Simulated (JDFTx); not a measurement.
Here is a JDFTx 1.7.0 (patched build) calculation.

File GaP.in:

```
lattice \
    0.0000000000     5.1912787947     5.1912787947 \
    5.1398799948     0.0000000000     5.1398799948 \
    5.1398799948     5.1398799948     0.0000000000
coords-type Lattice
ion Ga     0.0000000000     0.0000000000     0.0000000000 1
ion P      0.7499999900     0.7499999900     0.7499999900 1

ion-species pseudo/Ga.upf
ion-species pseudo/P.upf
elec-cutoff 40 320
elec-ex-corr gga-PBEsol
kpoint-folding 6 6 6
elec-smearing Fermi 0.0018374661
elec-n-bands 15
electronic-SCF nIterations 100 energyDiffThreshold 1e-10
electronic-minimize nIterations 30 energyDiffThreshold 1e-7
forces-output-coords Cartesian
ionic-minimize nIterations 20 energyDiffThreshold 1e-8 knormThreshold 2e-5

dump-name run.$VAR
dump End Ecomponents EigStats BandEigs Kpoints Forces Stress ElecDensity Dtot KEdensity
```

Potentials or basis: PseudoDojo-SR-PBEsol-0.4.1-standard.

The run is started by

```sh
$ jdftx -c 1 -i GaP.in -o GaP.out
```

(1) Estimate the band gap on the k mesh.

Answers

(1) 1.48 eV, indirect (least direct gap 1.68 eV).

Caveat: the relaxation stopped at its first step, so nothing moved.
